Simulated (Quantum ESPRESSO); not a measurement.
## Au: phonon spectrum and thermodynamics under several settings

```
Au
1.0
     0.00000    2.03500    2.03500
     2.03500    0.00000    2.03500
     2.03500    2.03500    0.00000
Au
1
Cartesian
  0.0000 0.0000 0.0000
```

All runs used Quantum ESPRESSO 7.5; k mesh 8 × 8 × 8; relaxed cell; no spin polarisation; occupations cold, width 0.2 eV; q mesh 2 × 2 × 2.

```csv
level,potentials,cutoff (eV),volume (Å³/atom),pressure (GPa),highest frequency (cm⁻¹),zero-point energy (meV/atom),entropy at room temperature (k_B/atom)
LDA,PseudoDojo 0.4.1 SR LDA standard,871,?,-0.4,?,?,?
PBE,PseudoDojo 0.4.1 SR PBE standard,1034,18.00,0.1,138,15.4,5.99
PBEsol,PseudoDojo 0.4.1 SR PBEsol standard,1034,17.07,0.0,153,17.0,5.70
```

**Question.** What stands in the row left open?

**Answer.** Volume 16.52 Å³/atom; highest frequency 162 cm⁻¹; zero-point energy 18.0 meV/atom; entropy at room temperature 5.54 k_B/atom.

Caveats: the mesh is thin for the phonons of a metal.

For the row left open. Caveat: the k mesh is coarse; the mesh is thin for the phonons of a metal; the q mesh is small, so phonon branches between its points and thermal values are rough.
